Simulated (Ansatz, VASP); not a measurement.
# SiO2 in VASP and in Ansatz

Contents of INCAR:

```
SYSTEM = SiO2
ALGO     = Normal         ! electronic algorithm
EDIFF    = 1E-6           ! SCF threshold, eV
ENCUT    = 520            ! plane-wave cutoff, eV
GGA      = PE             ! functional
ISIF     = 2              ! what is computed and relaxed
ISMEAR   = 0              ! smearing method
LASPH    = .TRUE.         ! aspherical terms in the spheres
LCHARG   = .TRUE.         ! write CHGCAR
LELF     = .TRUE.         ! ELF
LREAL    = .FALSE.        ! projectors in reciprocal space
LVHAR    = .TRUE.       
LWAVE    = .FALSE.        ! write WAVECAR
NBANDS   = 25             ! bands
NELM     = 100            ! most SCF steps
PREC     = Accurate       ! precision mode
SIGMA    = 0.05           ! smearing width, eV
```

File KPOINTS:

```
k-points
0
G
  6 6 6
  0 0 0
```

Contents of POSCAR:

```
SiO2
1.0
   -2.3877008061      2.3877008061      3.8738602040
    2.3877008061     -2.3877008061      3.8738602040
    2.3877008061      2.3877008061     -3.8738602040
Si O
2 4
Direct
    0.0000000000      0.0000000000      0.0000000000
    0.7500000000      0.2500000000      0.5000000000
    0.9670112602      0.6250000000      0.8420112602
    0.3750000000      0.2170112602      0.3420112602
    0.7829887398      0.1250000000      0.1579887398
    0.8750000000      0.0329887398      0.6579887398
```

Input for Ansatz:

```yaml
crystal:
  lattice:
    - [-2.3877008061, 2.3877008061, 3.873860204]
    - [2.3877008061, -2.3877008061, 3.873860204]
    - [2.3877008061, 2.3877008061, -3.873860204]
  atoms:
    - { symbol: Si, position: [0.0, 0.0, 0.0] }
    - { symbol: Si, position: [0.75, 0.25, 0.5] }
    - { symbol: O, position: [0.9670112602, 0.625, 0.8420112602] }
    - { symbol: O, position: [0.375, 0.2170112602, 0.3420112602] }
    - { symbol: O, position: [0.7829887398, 0.125, 0.1579887398] }
    - { symbol: O, position: [0.875, 0.0329887398, 0.6579887398] }
basis:
  ecutwfc: 420
kpoints:
  mp_grid: { grid: [6, 6, 6] }
hamiltonian:
  xc: pbe
scf:
  occupations: { method: gaussian, width: 0.05 }
output:
  forces: true
  stress: true
  eigenvalues: true
```

Change from the starting cell: strain -0.050 along x and y, +0.050 along z, atoms carried along.

Alike in both runs: task single point; functional PBE; k mesh 6 × 6 × 6; occupations gaussian, width 0.05 eV; no spin polarisation.

```csv
,VASP,Ansatz
version,VASP 6.6.1,Ansatz 0.2.0
potentials or method,"VASP PAW PBE potentials, release 64 (Si, O)","scalar-relativistic, plane waves, PAW"
plane-wave cutoff (eV),520,420
valence electrons in the cell,32,32
```

VASP gave:

| Quantity | Value |
| --- | --- |
| gap on the k mesh at the Fermi level (eV) | 5.85 |
| least direct gap on the mesh (eV) | 5.85 |
| pressure (GPa) | 8.6 |
| largest component of the traceless stress (GPa) | 3.68 |
| rms of the force components (eV/Å) | 0.309 |

Q: Which values does Ansatz return?

A: gap on the k mesh at the Fermi level (eV): 5.85; least direct gap on the mesh (eV): 5.85; pressure (GPa): 8.4; largest component of the traceless stress (GPa): 3.73; rms of the force components (eV/Å): 0.309.

Atom by atom the forces differ by 0.001 eV/Å (rms over components). With one functional, cell and mesh, what is left measures potentials, basis and numerics.

A k mesh can miss the band edges.
